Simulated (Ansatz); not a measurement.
Input, command and steps of an Ansatz relaxation.

```yaml
crystal:
  lattice:
    - [9.0, 0.0, 0.0]
    - [0.0, 9.3, 0.0]
    - [0.0, 0.0, 4.8768595722]
  atoms:
    - { symbol: K, position: [0.5, 0.5, 0.0], spin: 0.5 }
    - { symbol: F, position: [0.5, 0.5, 0.5], spin: 0.5 }
basis:
  ecutwfc: 420
kpoints:
  mp_grid: { grid: [1, 1, 13] }
hamiltonian:
  xc: pbe
scf:
  occupations: { method: gaussian, width: 0.05 }
output:
  forces: true
  stress: true
  eigenvalues: true
  populations: true
  write_density: true
  write_potential: true
  elf: true
  volumetric_format: npy
magnetization:
  spin_polarized: true
relax:
  adjacent_minimum: "off"
  f_tol: 0.01
  max_steps: 45
  cell: { fix: [a, b, alpha, beta, gamma], stress_tol: 0.03 }
```

```bash
ansatz run input.yaml --threads 2 --pin off --max-ram 5120MiB --backend cpu --events-out ev --progress --plain --runs-dir out
```

All numbers below come from DFT PBE, scalar-relativistic, plane waves, PAW (Ansatz).

Of 4 frames 4 are shown, positions in Å and forces in eV/Å; the SCF threshold varies from step to step. Steps run on the plane waves of an earlier cell, with a Pulay correction in the pressure. The basis is chosen afresh for the last frame, the zero of the energies, and can be on the way; energy and pressure step there, also at an unchanged geometry.

```xyz
2
Lattice="9.0000 0.0000 0.0000 0.0000 9.3000 0.0000 0.0000 0.0000 4.8769" Properties=species:S:1:pos:R:3:forces:R:3 pbc="T T T" step=1 free_energy_over_end_meV_per_atom=4.57 pressure_GPa=-0.12
K     4.5000    4.6500    0.0000    0.0000    0.0000    0.0000
F     4.5000    4.6500    2.4384    0.0000    0.0000    0.0000
2
Lattice="9.0000 0.0000 0.0000 0.0000 9.3000 0.0000 0.0000 0.0000 4.8266" Properties=species:S:1:pos:R:3:forces:R:3 pbc="T T T" step=2 free_energy_over_end_meV_per_atom=0.66 pressure_GPa=-0.05
K     4.5000    4.6500    0.0000    0.0000    0.0000    0.0000
F     4.5000    4.6500    2.4133    0.0000    0.0000    0.0000
2
Lattice="9.0000 0.0000 0.0000 0.0000 9.3000 0.0000 0.0000 0.0000 4.7823" Properties=species:S:1:pos:R:3:forces:R:3 pbc="T T T" step=3 free_energy_over_end_meV_per_atom=-0.60 pressure_GPa=0.01
K     4.5000    4.6500    0.0000    0.0000    0.0000    0.0000
F     4.5000    4.6500    2.3911    0.0000    0.0000    0.0000
2
Lattice="9.0000 0.0000 0.0000 0.0000 9.3000 0.0000 0.0000 0.0000 4.7823" Properties=species:S:1:pos:R:3:forces:R:3 pbc="T T T" step=4 free_energy_over_end_meV_per_atom=0.00 pressure_GPa=0.00
K     4.5000    4.6500    0.0000    0.0000    0.0000    0.0000
F     4.5000    4.6500    2.3911    0.0000    0.0000    0.0000
```

It took 12 s on 2 threads of Intel(R) Xeon(R) Platinum 8375C CPU @ 2.90GHz (Ice Lake) (shared host), peak memory 0.6 GiB.